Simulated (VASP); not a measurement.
A run of VASP 6.6.1 is set up as follows.

The input INCAR:

```
SYSTEM = TiC3
ALGO = Fast ; EDIFF = 1E-4
EDIFFG = -0.08 ; ENCUT = 520
GGA = PE ; IBRION = 2
ISIF = 3 ; ISMEAR = 0
LASPH = .TRUE. ; LCHARG = .FALSE.
LREAL = .FALSE. ; LWAVE = .FALSE.
NELM = 60 ; NSW = 24
PREC = Normal ; SIGMA = 0.15
```

KPOINTS

```
k-points
0
G
  7 7 2
  0 0 0
```

POSCAR

```
TiC3
1.0
    2.9079029600      0.0000000000      0.0000000000
   -1.4539514800      2.5183178400      0.0000000000
    0.0000000000      0.0000000000     12.2900049700
Ti C
2 6
Direct
    0.0000000000      0.0000000000      0.6740000000
    0.0000000000      0.0000000000      0.3260000000
    0.6666666700      0.3333333300      0.1520000000
    0.3333333300      0.6666666700      0.1520000000
    0.3333333300      0.6666666700      0.5000000000
    0.6666666700      0.3333333300      0.5000000000
    0.3333333300      0.6666666700      0.8480000000
    0.6666666700      0.3333333300      0.8480000000
```

Potentials or basis: VASP PAW PBE potentials, release 64 (Ti_sv, C).

The run is started by

```sh
$ cat potpaw_PBE.64/Ti_sv/POTCAR potpaw_PBE.64/C/POTCAR > POTCAR
$ mpirun -np 1 vasp_std > vasp.out
```

Problem. Estimate the band gap on the k mesh.

Solution. None (metal or under the smearing width).

Problem. Estimate the relaxed volume.

Solution. 8.30 Å³/atom.

Problem. Predict the space group after relaxing (to 0.05 Å).

Solution. P6/mmm (No. 191).

Problem. Estimate the relaxed cell.

Solution. a = 2.606 Å, b = 2.606 Å, c = 11.288 Å, α = 90.00°, β = 90.00°, γ = 120.00°.

Stress tensor (GPa, compression positive):
```
1.14 0.00 0.00
0.00 1.14 0.00
0.00 0.00 0.10
```

Caveat: the volume moved by over 15 % at a fixed basis, so the end points are rough; this functional lacks dispersion, which binds the layers, so the pressure and a relaxed spacing across them are unreliable.
